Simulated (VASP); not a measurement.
Ba, 6 atoms in the cell. The cell holds a slab with vacuum, 6 atoms: a = 4.330 Å, b = 7.071 Å, c = 25.206 Å, α = 90.00°, β = 90.00°, γ = 90.00°. The slab is cut from a database's or a generator's crystal, which needn't be the stable form of the element. The cell isn't the ideal one: the (2 1 1) slab of Ba, cut from the database cell, not relaxed.

| Item | Value |
| --- | --- |
| Program | VASP 6.6.1 |
| Task | single point |
| Functional | PBE |
| Potentials or basis | VASP PAW PBE potentials, release 64 (Ba_sv) |
| Cutoff | 520 eV |
| k mesh | 6 × 4 × 1 |
| Occupations | fermi-dirac, width 0.05 eV |
| Spin | no spin polarisation |
| Dipole correction | yes |
| Further INCAR settings | ALGO = Normal; EDIFF = 1e-07; NBANDS = 39 |

Potentials or basis: VASP PAW PBE potentials, release 64 (Ba_sv).

Command:

```bash
$ cat potpaw_PBE.64/Ba_sv/POTCAR > POTCAR
$ mpirun -np 1 vasp_std > vasp.out
```

Hardware: 1 thread of Intel(R) Xeon(R) Platinum 8488C (Sapphire Rapids), on a shared host.

**Question.** How long does it take, and how much memory?

**Answer.** Wall time 17 min on 1 thread of Intel(R) Xeon(R) Platinum 8488C (Sapphire Rapids) (shared host), peak memory 0.78 GiB. Counts: scf iterations 23, k points 12.
